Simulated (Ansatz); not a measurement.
The system is FePt (Tetraferroplatinum).

```xyz
2
Lattice="2.7235 0.0000 0.0000 0.0000 2.7235 0.0000 0.0000 0.0000 3.7200" Properties=species:S:1:pos:R:3 pbc="T T T"
Pt    1.3618    1.3618    1.8600
Fe    0.0000    0.0000    0.0000
```

Alike in all runs: program Ansatz 0.2.0; functional PBE; potentials or basis Ansatz PAW; cutoff 420 eV (not typed: the program's choice for these potentials); k mesh 10 × 10 × 7; occupations fermi-dirac, width 0.05 eV.

The same cell was started in several ways:

```csv
start,free energy over the lowest (meV/atom),net moment (μB),site or absolute moments (μB),gap
"collinear spin, ferromagnetic start of up to 3 μB",0.0,3.28,Pt +0.39; Fe +2.95,none (metal or under the smearing width)
"collinear spin, random start of up to 1.84 μB",0.0,-3.28,Pt -0.39; Fe -2.95,none (metal or under the smearing width)
no spin polarisation,364.2,-,-,none (metal or under the smearing width)
```

Allowing spin polarisation gains 364 meV/atom. A still lower state may exist.
